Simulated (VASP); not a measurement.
# Ni (Fm-3m) in VASP: a series of runs, part 2 of 2

VASP 6.6.1. Earlier steps stand in the parts before.

### Step 3. Band structure, r2SCAN+rVV10, collinear spin, ferromagnetic start

This run uses another cell than the first one, of 10.44 Å³/atom, 1.042 times its volume.

The input, INCAR:

```
SYSTEM = Ni
PREC     = Accurate       ! precision mode
ENCUT    = 520            ! plane-wave cutoff, eV
EDIFF    = 1E-6           ! SCF threshold, eV
ISMEAR   = 1              ! smearing method
SIGMA    = 0.1            ! smearing width, eV
LREAL    = .FALSE.        ! projectors in reciprocal space
LASPH    = .TRUE.         ! aspherical terms in the spheres
NELM     = 150            ! most SCF steps
ALGO     = Normal         ! electronic algorithm
ISIF     = 2              ! what is computed and relaxed
LWAVE    = .FALSE.        ! write WAVECAR
LCHARG   = .FALSE.        ! write CHGCAR
ISPIN    = 2              ! spin polarisation
MAGMOM   = 2              ! initial moments
LORBIT   = 11             ! projections on sites
LMAXMIX  = 4              ! l up to which the mixer works
METAGGA  = R2SCAN         ! meta-GGA
LMIXTAU  = .TRUE.       
LUSE_VDW = .TRUE.       
IVDW_NL  = 2            
BPARAM   = 11.95        
CPARAM   = 0.0093       
NBANDS   = 15             ! bands
AMIX     = 0.2          
BMIX     = 1E-4         
AMIX_MAG = 0.8          
BMIX_MAG = 1E-4         
ICORELEVEL= 1
```

The input, KPOINTS:

```
regular mesh
0
G
  18 18 18
  0 0 0
```

The input, POSCAR:

```
Ni                                      
1.0
    0.0000000000      1.7348215680      1.7348215680
    1.7348215680      0.0000000000      1.7348215680
    1.7348215680      1.7348215680     -0.0000000000
  Ni            
     1
Direct
     0.0000000000000000    0.0000000000000000    0.0000000000000000
```

KPOINTS_OPT is that of step 2.

Potentials or basis: VASP PAW PBE potentials, release 64 (Ni).

Started as:

```console
> cat potpaw_PBE.64/Ni/POTCAR > POTCAR
> mpirun -np 1 vasp_std > vasp.out
```

Run time: 5.4 min. Hardware: 1 thread of Intel Xeon Platinum 8259CL at 2.50GHz (Skylake/Cascade Lake), shared host; peak memory 0.23 GiB.

The run converged. Its results:

```yaml
Free_energy: -11.7030 eV
Pressure: 0.3 GPa
Band_gap_along_the_path: none (metal or under the smearing width)
Net_moment: 0.74 μB per cell
Site_moments: Ni +0.76 μB
Valence_electrons_inside_the_program's_atomic_spheres: Ni 9.42
```

Levels at the corners of the path, in eV from the Fermi level:
Spin up:
| point | band 3 | band 4 | band 5 | band 6 | band 7 | band 8 |
| --- | --- | --- | --- | --- | --- | --- |
| Γ | -3.08 | -3.08 | -1.71 | -1.71 | 24.89 | 29.36 |
| X | -0.99 | -0.99 | -0.96 | 2.49 | 9.69 | 15.78 |
| X | -0.99 | -0.99 | -0.96 | 2.49 | 9.69 | 15.78 |
| W | -3.73 | -1.78 | -0.99 | 8.07 | 8.07 | 10.33 |
| W | -3.73 | -1.78 | -0.99 | 8.07 | 8.07 | 10.33 |
| K | -2.69 | -1.54 | -1.26 | 5.91 | 7.58 | 10.56 |
| K | -2.69 | -1.54 | -1.26 | 5.91 | 7.58 | 10.56 |
| Γ | -3.08 | -3.08 | -1.71 | -1.71 | 24.89 | 29.36 |
| Γ | -3.08 | -3.08 | -1.71 | -1.71 | 24.89 | 29.36 |
| L | -3.00 | -1.08 | -1.08 | -0.51 | 5.92 | 23.30 |
| L | -3.00 | -1.08 | -1.08 | -0.51 | 5.92 | 23.30 |
| U | -2.69 | -1.54 | -1.26 | 5.91 | 7.58 | 10.56 |
| U | -2.69 | -1.54 | -1.26 | 5.91 | 7.58 | 10.56 |
| W | -3.73 | -1.78 | -0.99 | 8.07 | 8.07 | 10.33 |
| W | -3.73 | -1.78 | -0.99 | 8.07 | 8.07 | 10.33 |
| L | -3.00 | -1.08 | -1.08 | -0.51 | 5.92 | 23.30 |
| L | -3.00 | -1.08 | -1.08 | -0.51 | 5.92 | 23.30 |
| K | -2.69 | -1.54 | -1.26 | 5.91 | 7.58 | 10.56 |
| U | -2.69 | -1.54 | -1.26 | 5.91 | 7.58 | 10.56 |
| X | -0.99 | -0.99 | -0.96 | 2.49 | 9.69 | 15.78 |
Spin down:
```csv
point,band 1,band 2,band 3,band 4,band 5,band 6,band 7,band 8
Γ,-9.99,-1.72,-1.72,-1.72,-0.94,-0.94,24.62,29.47
X,-4.92,-3.91,-0.15,0.58,0.58,2.23,10.05,15.85
X,-4.92,-3.91,-0.15,0.58,0.58,2.23,10.05,15.85
W,-3.92,-2.69,-2.69,-1.04,0.58,8.31,8.31,10.57
W,-3.92,-2.69,-2.69,-1.04,0.58,8.31,8.31,10.57
K,-4.09,-3.49,-1.63,-0.78,0.28,6.18,7.84,10.88
K,-4.09,-3.49,-1.63,-0.78,0.28,6.18,7.84,10.88
Γ,-9.99,-1.72,-1.72,-1.72,-0.94,-0.94,24.62,29.47
Γ,-9.99,-1.72,-1.72,-1.72,-0.94,-0.94,24.62,29.47
L,-4.86,-2.06,-2.06,-0.73,0.19,0.19,6.63,23.19
L,-4.86,-2.06,-2.06,-0.73,0.19,0.19,6.63,23.19
U,-4.09,-3.49,-1.63,-0.78,0.28,6.18,7.84,10.88
U,-4.09,-3.49,-1.63,-0.78,0.28,6.18,7.84,10.88
W,-3.92,-2.69,-2.69,-1.04,0.58,8.31,8.31,10.57
W,-3.92,-2.69,-2.69,-1.04,0.58,8.31,8.31,10.57
L,-4.86,-2.06,-2.06,-0.73,0.19,0.19,6.63,23.19
L,-4.86,-2.06,-2.06,-0.73,0.19,0.19,6.63,23.19
K,-4.09,-3.49,-1.63,-0.78,0.28,6.18,7.84,10.88
U,-4.09,-3.49,-1.63,-0.78,0.28,6.18,7.84,10.88
X,-4.92,-3.91,-0.15,0.58,0.58,2.23,10.05,15.85
```

Core levels (eV, on the scale of the bands):
| atom | levels |
| --- | --- |
| 1 Ni | 1s -8254.4, 2s -984.0, 2p -848.0, 3s -101.1, 3p -60.7 |

Caveat: the PAW data sets were made with another functional, which shifts forces and pressure a little.

### Step 4. Band structure, PBE, collinear spin, ferromagnetic start

This run uses another cell than the first one, of 10.87 Å³/atom, 1.085 times its volume.

The input, INCAR:

```
  PREC = Accurate
  ENCUT = 520
  EDIFF = 1E-6
  ISMEAR = 1
  SIGMA = 0.1
  LREAL = F
  LASPH = T
  NELM = 150
  ALGO = Normal
  ISIF = 2
  LWAVE = F
  LCHARG = F
  ISPIN = 2
  MAGMOM = 2
  LORBIT = 11
  LMAXMIX = 4
  GGA = PE
  NBANDS = 15
  AMIX = 0.2
  BMIX = 1E-4
  AMIX_MAG = 0.8
  BMIX_MAG = 1E-4
  ICORELEVEL = 1
```

The input, KPOINTS:

```
Automatic mesh
0
Gamma
  18 18 18
```

The input, POSCAR:

```
Ni                                      
1.0
    0.0000000000      1.7582122178      1.7582122178
    1.7582122178      0.0000000000      1.7582122178
    1.7582122178      1.7582122178      0.0000000000
  Ni            
     1
Direct
     0.0000000000000000    0.0000000000000000    0.0000000000000000
```

The input, KPOINTS_OPT:

```
explicit points
156
Reciprocal
 0.0000000000  0.0000000000  0.0000000000 1
 0.0357142857  0.0000000000  0.0357142857 1
 0.0714285714  0.0000000000  0.0714285714 1
 0.1071428571  0.0000000000  0.1071428571 1
 0.1428571429  0.0000000000  0.1428571429 1
 0.1785714286  0.0000000000  0.1785714286 1
[... 148 lines left out ...]
 0.5000000000  0.2500000000  0.7500000000 1
 0.5000000000  0.0000000000  0.5000000000 1
```

Started as:

```console
> cat potpaw_PBE.64/Ni/POTCAR > POTCAR
> mpirun -np 1 vasp_std > vasp.out
```

Run time: 52 s. Hardware: 1 thread of Intel Xeon Platinum 8488C (Sapphire Rapids), shared host; peak memory 0.19 GiB.

It converged, with:

| Property | Result |
| --- | --- |
| Free energy | -5.4718 eV |
| Pressure | 0.1 GPa |
| Band gap along the path | none (metal or under the smearing width) |
| Net moment | 0.62 μB per cell |
| Site moments | Ni +0.63 μB |
| Valence electrons inside the program's atomic spheres | Ni 9.31 |

Levels at the corners of the path, in eV from the Fermi level:
Spin up:
```
point  band 2  band 3  band 4  band 5  band 6  band 7  band 8  band 9
    Γ   -2.44   -2.44   -2.44   -1.25   -1.25   23.73   27.60   27.60
    X   -4.20   -0.54   -0.48   -0.48    2.45    9.23   14.83   14.83
    X   -4.20   -0.54   -0.48   -0.48    2.45    9.23   14.83   14.83
    W   -3.08   -3.08   -1.32   -0.48    7.73    7.73    9.97   11.11
    W   -3.08   -3.08   -1.32   -0.48    7.73    7.73    9.97   11.11
    K   -3.72   -2.12   -1.09   -0.73    5.72    7.28    9.96   17.16
    K   -3.72   -2.12   -1.09   -0.73    5.72    7.28    9.96   17.16
    Γ   -2.44   -2.44   -2.44   -1.25   -1.25   23.73   27.60   27.60
    Γ   -2.44   -2.44   -2.44   -1.25   -1.25   23.73   27.60   27.60
    L   -2.41   -2.41   -0.60   -0.60   -0.30    5.67   22.22   24.69
    L   -2.41   -2.41   -0.60   -0.60   -0.30    5.67   22.22   24.69
    U   -3.72   -2.12   -1.09   -0.73    5.72    7.28    9.96   17.16
    U   -3.72   -2.12   -1.09   -0.73    5.72    7.28    9.96   17.16
    W   -3.08   -3.08   -1.32   -0.48    7.73    7.73    9.97   11.11
    W   -3.08   -3.08   -1.32   -0.48    7.73    7.73    9.97   11.11
    L   -2.41   -2.41   -0.60   -0.60   -0.30    5.67   22.22   24.69
    L   -2.41   -2.41   -0.60   -0.60   -0.30    5.67   22.22   24.69
    K   -3.72   -2.12   -1.09   -0.73    5.72    7.28    9.96   17.16
    U   -3.72   -2.12   -1.09   -0.73    5.72    7.28    9.96   17.16
    X   -4.20   -0.54   -0.48   -0.48    2.45    9.23   14.83   14.83
```
Spin down:
| point | band 1 | band 2 | band 3 | band 4 | band 5 | band 6 | band 7 | band 8 |
| --- | --- | --- | --- | --- | --- | --- | --- | --- |
| Γ | -9.05 | -1.69 | -1.69 | -1.69 | -0.69 | -0.69 | 23.57 | 27.58 |
| X | -4.32 | -3.59 | 0.05 | 0.38 | 0.38 | 2.40 | 9.46 | 14.84 |
| X | -4.32 | -3.59 | 0.05 | 0.38 | 0.38 | 2.40 | 9.46 | 14.84 |
| W | -3.39 | -2.47 | -2.47 | -0.78 | 0.38 | 7.91 | 7.91 | 10.12 |
| W | -3.39 | -2.47 | -2.47 | -0.78 | 0.38 | 7.91 | 7.91 | 10.12 |
| K | -3.56 | -3.18 | -1.50 | -0.53 | 0.12 | 5.92 | 7.46 | 10.15 |
| K | -3.56 | -3.18 | -1.50 | -0.53 | 0.12 | 5.92 | 7.46 | 10.15 |
| Γ | -9.05 | -1.69 | -1.69 | -1.69 | -0.69 | -0.69 | 23.57 | 27.58 |
| Γ | -9.05 | -1.69 | -1.69 | -1.69 | -0.69 | -0.69 | 23.57 | 27.58 |
| L | -4.41 | -1.81 | -1.81 | -0.36 | 0.14 | 0.14 | 6.09 | 22.07 |
| L | -4.41 | -1.81 | -1.81 | -0.36 | 0.14 | 0.14 | 6.09 | 22.07 |
| U | -3.56 | -3.18 | -1.50 | -0.53 | 0.12 | 5.92 | 7.46 | 10.15 |
| U | -3.56 | -3.18 | -1.50 | -0.53 | 0.12 | 5.92 | 7.46 | 10.15 |
| W | -3.39 | -2.47 | -2.47 | -0.78 | 0.38 | 7.91 | 7.91 | 10.12 |
| W | -3.39 | -2.47 | -2.47 | -0.78 | 0.38 | 7.91 | 7.91 | 10.12 |
| L | -4.41 | -1.81 | -1.81 | -0.36 | 0.14 | 0.14 | 6.09 | 22.07 |
| L | -4.41 | -1.81 | -1.81 | -0.36 | 0.14 | 0.14 | 6.09 | 22.07 |
| K | -3.56 | -3.18 | -1.50 | -0.53 | 0.12 | 5.92 | 7.46 | 10.15 |
| U | -3.56 | -3.18 | -1.50 | -0.53 | 0.12 | 5.92 | 7.46 | 10.15 |
| X | -4.32 | -3.59 | 0.05 | 0.38 | 0.38 | 2.40 | 9.46 | 14.84 |

Core levels (eV, on the scale of the bands):
```
atom                                                levels
1 Ni  1s -8195.0, 2s -965.0, 2p -827.9, 3s -93.9, 3p -54.3
```

### Step 5. Band structure, rev-vdW-DF2, collinear spin, ferromagnetic start

This run uses another cell than the first one, of 10.63 Å³/atom, 1.061 times its volume.

The input, INCAR:

```
  PREC = Accurate
  ENCUT = 520
  EDIFF = 1E-6
  ISMEAR = 1
  SIGMA = 0.1
  LREAL = False
  LASPH = True
  NELM = 150
  ALGO = Normal
  ISIF = 2
  LWAVE = False
  LCHARG = False
  ISPIN = 2
  MAGMOM = 2
  LORBIT = 11
  LMAXMIX = 4
  GGA = MK
  LUSE_VDW = True
  AGGAC = 0.0
  PARAM1 = 0.1234
  PARAM2 = 0.711357
  ZAB_VDW = -1.8867
  NBANDS = 15
  AMIX = 0.2
  BMIX = 1E-4
  AMIX_MAG = 0.8
  BMIX_MAG = 1E-4
  ICORELEVEL = 1
```

KPOINTS is that of step 4.

The input, POSCAR:

```
Ni                                      
1.0
    0.0000000000      1.7449721984      1.7449721984
    1.7449721984      0.0000000000      1.7449721984
    1.7449721984      1.7449721984      0.0000000000
  Ni            
     1
Direct
     0.0000000000000000    0.0000000000000000    0.0000000000000000
```

The input, KPOINTS_OPT:

```
explicit points
206
Reciprocal
 0.0000000000  0.0000000000  0.0000000000 1
 0.0263157895  0.0000000000  0.0263157895 1
 0.0526315789  0.0000000000  0.0526315789 1
 0.0789473684  0.0000000000  0.0789473684 1
 0.1052631579  0.0000000000  0.1052631579 1
 0.1315789474  0.0000000000  0.1315789474 1
[... 198 lines left out ...]
 0.5000000000  0.2500000000  0.7500000000 1
 0.5000000000  0.0000000000  0.5000000000 1
```

Potentials or basis: VASP PAW PBE potentials, release 64 (Ni).

Started as:

```console
> cat potpaw_PBE.64/Ni/POTCAR > POTCAR
> mpirun -np 1 vasp_std > vasp.out
```

OUTCAR:

```text
PREC = Accurate
   ENCUT = 520
   EDIFF = 1E-6
   ISMEAR = 1
   LREAL = False
   LASPH = True
   NELM = 150
   ISIF = 2
   ISPIN = 2
   LORBIT = 11
   GGA = MK
   AMIX = 0.2
   AMIX_MAG = 0.8

 ion  position               nearest neighbor table
   1  0.000  0.000  0.000-

  LATTYP: Found a face centered cubic cell.
 ALAT       =     3.4899443968

  Lattice vectors:

 A1 = (   0.0000000000,   1.7449721984,   1.7449721984)
 A2 = (   1.7449721984,   0.0000000000,   1.7449721984)
 A3 = (   1.7449721984,   1.7449721984,   0.0000000000)

Analysis of symmetry for initial positions (statically):
=====================================================================
 Subroutine PRICEL returns:
 Original cell was already a primitive cell.

 Routine SETGRP: Setting up the symmetry group for a
 face centered cubic supercell.

 Subroutine GETGRP returns: Found 48 space group operations
 (whereof 48 operations were pure point group operations)
 out of a pool of 48 trial point group operations.

The static configuration has the point symmetry O_h .
[... 494 lines left out ...]
     13      40.6929      0.00000
     14      43.5801      0.00000
[... 401 lines left out ...]
      2       7.3154      1.00000
      3       7.9576      1.00000
      4       8.0181      1.00000
      5       8.7917      1.00000
      6       9.1314      1.00000
      7      24.9428      0.00000
      8      31.9707      0.00000
      9      35.3904      0.00000
     10      37.5345      0.00000
     11      39.9172      0.00000
     12      40.1936      0.00000
     13      44.6289      0.00000
     14      45.7240      0.00000
     15      48.7991      0.00000

 [... further k-points ...]

------------------------ aborting loop because EDIFF is reached ----------------------------------------

  FORCE on cell =-STRESS in cart. coord.  units (eV):
  Direction    XX          YY          ZZ          XY          YZ          ZX
  --------------------------------------------------------------------------------------
  -------------------------------------------------------------------------------------
  Total        0.0083942      0.0083942      0.0083942      0.0000000      0.0000000      0.0000000
  in kB        1.2655931      1.2655931      1.2655931      0.0000000      0.0000000      0.0000000
  external PRESSURE =       1.2655931 kB  Pullay stress =       0.0000000 kB

 VOLUME and BASIS-vectors are now :
 -----------------------------------------------------------------------------
  energy-cutoff  :      520.00
  volume of cell :       10.63
      direct lattice vectors                 reciprocal lattice vectors
     0.000000000  1.744972198  1.744972198    -0.286537516  0.286537516  0.286537516
     1.744972198  0.000000000  1.744972198     0.286537516 -0.286537516  0.286537516
     1.744972198  1.744972198  0.000000000     0.286537516  0.286537516 -0.286537516

 POSITION                                       TOTAL-FORCE (eV/Angst)
 -----------------------------------------------------------------------------------
      0.00000      0.00000      0.00000         0.000000      0.000000      0.000000
 -----------------------------------------------------------------------------------
    total drift:                                0.000000     -0.000000      0.000000

  FREE ENERGIE OF THE ION-ELECTRON SYSTEM (eV)
  ---------------------------------------------------
  free  energy   TOTEN  =        -3.1556280803 eV

  energy  without entropy=       -3.1559286737  energy(sigma->0) =       -3.15572828

Total vdW correction in eV:      1.6504287

 total charge

# of ion       s       p       d       tot
------------------------------------------
    1        0.509   0.516   8.343   9.368

 magnetization (x)

# of ion       s       p       d       tot
------------------------------------------
    1       -0.006  -0.023   0.643   0.615
```

stdout:

```text
POSCAR found type information on POSCAR Ni
 POSCAR found :  1 types and       1 ions
 scaLAPACK will be used
 -----------------------------------------------------------------------------
|                                                                             |
|                                                                             |
|     You have switched on vdW-DFT.                                           |
|     This routine was written and supplied by Jiri Klimes. We recommend      |
[... 16 lines left out ...]

 LDA part: xc-table for (Slater+PW92), standard interpolation
 POSCAR, INCAR and KPOINTS ok, starting setup
 FFT: planning ... GRIDC
 FFT: planning ... GRID_SOFT
 FFT: planning ... GRID
 WAVECAR not read
 entering main loop
 Start KPOINTS_OPT (optional k-point list driver)
k-point batch [1-195\206]
k-point batch [196-206\206]
```

Wall time 2.9 min (1 thread of AMD EPYC 7R43 (Zen 3), shared host); peak memory 0.24 GiB.

Results:

| Quantity | Value |
| --- | --- |
| Free energy | -3.1556 eV |
| Pressure | 0.1 GPa |
| Band gap along the path | none (metal or under the smearing width) |
| Net moment | 0.61 μB per cell |
| Site moments | Ni +0.61 μB |
| Valence electrons inside the program's atomic spheres | Ni 9.37 |

Levels at the corners of the path, in eV from the Fermi level:
Spin up:
| point | band 3 | band 4 | band 5 | band 6 | band 7 | band 8 |
| --- | --- | --- | --- | --- | --- | --- |
| Γ | -2.45 | -2.45 | -1.26 | -1.26 | 24.07 | 27.98 |
| X | -0.52 | -0.41 | -0.41 | 2.51 | 9.47 | 15.04 |
| X | -0.52 | -0.41 | -0.41 | 2.51 | 9.47 | 15.04 |
| W | -3.11 | -1.32 | -0.41 | 7.91 | 7.91 | 10.22 |
| W | -3.11 | -1.32 | -0.41 | 7.91 | 7.91 | 10.22 |
| K | -2.12 | -1.09 | -0.68 | 5.87 | 7.46 | 10.19 |
| K | -2.12 | -1.09 | -0.68 | 5.87 | 7.46 | 10.19 |
| Γ | -2.45 | -2.45 | -1.26 | -1.26 | 24.07 | 27.98 |
| Γ | -2.45 | -2.45 | -1.26 | -1.26 | 24.07 | 27.98 |
| L | -2.45 | -0.56 | -0.56 | -0.26 | 5.85 | 22.57 |
| L | -2.45 | -0.56 | -0.56 | -0.26 | 5.85 | 22.57 |
| U | -2.12 | -1.09 | -0.68 | 5.87 | 7.46 | 10.19 |
| U | -2.12 | -1.09 | -0.68 | 5.87 | 7.46 | 10.19 |
| W | -3.11 | -1.32 | -0.41 | 7.91 | 7.91 | 10.22 |
| W | -3.11 | -1.32 | -0.41 | 7.91 | 7.91 | 10.22 |
| L | -2.45 | -0.56 | -0.56 | -0.26 | 5.85 | 22.57 |
| L | -2.45 | -0.56 | -0.56 | -0.26 | 5.85 | 22.57 |
| K | -2.12 | -1.09 | -0.68 | 5.87 | 7.46 | 10.19 |
| U | -2.12 | -1.09 | -0.68 | 5.87 | 7.46 | 10.19 |
| X | -0.52 | -0.41 | -0.41 | 2.51 | 9.47 | 15.04 |
Spin down:
```csv
point,band 1,band 2,band 3,band 4,band 5,band 6,band 7,band 8
Γ,-9.14,-1.76,-1.76,-1.76,-0.70,-0.70,23.96,27.98
X,-4.42,-3.71,0.07,0.38,0.38,2.50,9.71,15.07
X,-4.42,-3.71,0.07,0.38,0.38,2.50,9.71,15.07
W,-3.47,-2.55,-2.55,-0.79,0.38,8.10,8.10,10.39
W,-3.47,-2.55,-2.55,-0.79,0.38,8.10,8.10,10.39
K,-3.65,-3.27,-1.54,-0.54,0.11,6.07,7.65,10.38
K,-3.65,-3.27,-1.54,-0.54,0.11,6.07,7.65,10.38
Γ,-9.14,-1.76,-1.76,-1.76,-0.70,-0.70,23.96,27.98
Γ,-9.14,-1.76,-1.76,-1.76,-0.70,-0.70,23.96,27.98
L,-4.52,-1.87,-1.87,-0.29,0.15,0.15,6.25,22.46
L,-4.52,-1.87,-1.87,-0.29,0.15,0.15,6.25,22.46
U,-3.65,-3.27,-1.54,-0.54,0.11,6.07,7.65,10.38
U,-3.65,-3.27,-1.54,-0.54,0.11,6.07,7.65,10.38
W,-3.47,-2.55,-2.55,-0.79,0.38,8.10,8.10,10.39
W,-3.47,-2.55,-2.55,-0.79,0.38,8.10,8.10,10.39
L,-4.52,-1.87,-1.87,-0.29,0.15,0.15,6.25,22.46
L,-4.52,-1.87,-1.87,-0.29,0.15,0.15,6.25,22.46
K,-3.65,-3.27,-1.54,-0.54,0.11,6.07,7.65,10.38
U,-3.65,-3.27,-1.54,-0.54,0.11,6.07,7.65,10.38
X,-4.42,-3.71,0.07,0.38,0.38,2.50,9.71,15.07
```

Core levels (eV, on the scale of the bands):
```csv
atom,levels
1 Ni,"1s -8194.4, 2s -964.5, 2p -827.3, 3s -93.3, 3p -53.7"
```

Caveat: the PAW data sets were made with another functional, which shifts forces and pressure a little.

### Step 6. The runs side by side

| level | potentials or basis | cell | pressure (GPa) | moment (μB) |
| --- | --- | --- | --- | --- |
| LDA | VASP PAW LDA potentials, release 64 (Ni) | Fm-3m, 10.02 Å³/atom | 0.1 | 0.60 |
| r2SCAN+rVV10 | VASP PAW PBE potentials, release 64 (Ni) | Fm-3m, 10.44 Å³/atom | 0.3 | 0.74 |
| PBE | VASP PAW PBE potentials, release 64 (Ni) | Fm-3m, 10.87 Å³/atom | 0.1 | 0.62 |
| rev-vdW-DF2 | VASP PAW PBE potentials, release 64 (Ni) | Fm-3m, 10.63 Å³/atom | 0.1 | 0.61 |

Alike in all rows: task band structure; spin collinear, ferromagnetic start; k mesh 18 × 18 × 18; cutoff (eV) 520; smearing methfessel-paxton 0.1 eV.

Caveats: the PAW data sets were made with another functional, which shifts forces and pressure a little (some runs).

Absolute energies hang on the potentials; compare differences alone.
